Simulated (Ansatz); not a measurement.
# B7H20N7: the cost of one run

Method: DFT PBEsol, scalar-relativistic, plane waves, PAW, in Ansatz 0.2.0.

1 further run of the same task is left out (set aside as unsound or not needed).

## 1. The starting structure

The structure is cubic, space group F-43m (No. 216). The conventional cell has a = 3.606 Å, b = 3.606 Å, c = 3.606 Å, α = 90.00°, β = 90.00°, γ = 90.00°. B (site symmetry -43m) is surrounded by 4 N at 1.56 Å. N (site symmetry -43m) is surrounded by 4 B at 1.56 Å.

As a file:

```xyz
2
Lattice="0.0000 1.8029 1.8029 1.8029 0.0000 1.8029 1.8029 1.8029 0.0000" Properties=species:S:1:pos:R:3 pbc="T T T"
B     0.0000    0.0000    0.0000
N     2.7043    2.7043    2.7043
```

It goes back to an entry of the Materials Project.

This cell was relaxed beforehand with the same method: volume 5.86 Å³/atom, gap on the mesh 4.30 eV.

## 2. Next: the cluster of 14 host atoms with H caps, cut as a sphere about point 0.11 0.19 0.47

The cluster is cut from the relaxed crystal and set in a periodic box with vacuum round it. Its excess energy counts from the bulk, -266.9183 eV an atom. Each H cap counts from half an H2 molecule (-15.609 eV in a separate run).

The cell holds 7 B, 7 N, 20 H: a = 13.300 Å, b = 13.600 Å, c = 13.900 Å, α = 90.00°, β = 90.00°, γ = 90.00°.

## 3. The relaxation run

File input.yaml:

```yaml
crystal:
  lattice:
    - [13.3, 0.0, 0.0]
    - [0.0, 13.6, 0.0]
    - [0.0, 0.0, 13.9]
  atoms:
    - { symbol: B, position: [0.4698015899, 0.4704677313, 0.341403355] }
    - { symbol: B, position: [0.4698015899, 0.4704677313, 0.6008068817] }
    - { symbol: "N", position: [0.5375780752, 0.5367491471, 0.4062542367] }
    - { symbol: "N", position: [0.5375780752, 0.5367491471, 0.6656577634] }
    - { symbol: B, position: [0.4698015899, 0.3379048996, 0.4711051184] }
    - { symbol: B, position: [0.4698015899, 0.6030305629, 0.4711051184] }
    - { symbol: "N", position: [0.5375780752, 0.4041863154, 0.535956] }
    - { symbol: "N", position: [0.5375780752, 0.6693119787, 0.535956] }
    - { symbol: B, position: [0.3342486192, 0.4704677313, 0.4711051184] }
    - { symbol: B, position: [0.6053545606, 0.4704677313, 0.4711051184] }
    - { symbol: "N", position: [0.4020251045, 0.5367491471, 0.535956] }
    - { symbol: "N", position: [0.6731310459, 0.5367491471, 0.535956] }
    - { symbol: B, position: [0.6053545606, 0.6030305629, 0.6008068817] }
    - { symbol: "N", position: [0.4020251045, 0.4041863154, 0.4062542367] }
    - { symbol: H, position: [0.5214592455, 0.4199495827, 0.2919755262] }
    - { symbol: H, position: [0.4181439342, 0.5209858798, 0.2919755262] }
    - { symbol: H, position: [0.4181439342, 0.4199495827, 0.6502347105] }
    - { symbol: H, position: [0.5818560658, 0.5800504173, 0.3638875263] }
    - { symbol: H, position: [0.4933000847, 0.5800504173, 0.7080244738] }
    - { symbol: H, position: [0.5818560658, 0.4934478769, 0.7080244738] }
    - { symbol: H, position: [0.5214592455, 0.2873867511, 0.4216772896] }
    - { symbol: H, position: [0.4181439342, 0.2873867511, 0.5205329472] }
    - { symbol: H, position: [0.4181439342, 0.6535487115, 0.4216772896] }
    - { symbol: H, position: [0.5818560658, 0.3608850453, 0.5783227104] }
    - { symbol: H, position: [0.4933000847, 0.7126132489, 0.5783227104] }
    - { symbol: H, position: [0.5818560658, 0.7126132489, 0.4935892896] }
    - { symbol: H, position: [0.2825909635, 0.5209858798, 0.4216772896] }
    - { symbol: H, position: [0.2825909635, 0.4199495827, 0.5205329472] }
    - { symbol: H, position: [0.6570122162, 0.4199495827, 0.4216772896] }
    - { symbol: H, position: [0.3577471139, 0.5800504173, 0.5783227104] }
    - { symbol: H, position: [0.7174090365, 0.4934478769, 0.5783227104] }
    - { symbol: H, position: [0.7174090365, 0.5800504173, 0.4935892896] }
    - { symbol: H, position: [0.6570122162, 0.6535487115, 0.6502347105] }
    - { symbol: H, position: [0.3577471139, 0.3608850453, 0.3638875263] }
basis:
  ecutwfc: 420
kpoints:
  mp_grid: { grid: [1, 1, 1] }
hamiltonian:
  xc: pbesol
scf:
  occupations: { method: gaussian, width: 0.05 }
output:
  forces: true
  eigenvalues: true
  populations: true
  write_density: true
  write_potential: true
  elf: true
  volumetric_format: npy
relax:
  adjacent_minimum: "off"
  f_tol: 0.03
  max_steps: 40
```

On the command line:

```bash
$ ansatz run input.yaml --threads 4 --pin off --max-ram 11264MiB --backend cpu --events-out ev --progress --plain --runs-dir out
```

What time and memory should one allow on 4 threads of Intel Xeon Platinum 8259CL at 2.50GHz (Skylake/Cascade Lake), shared host?

About 33 s, with a peak of 1.4 GiB.
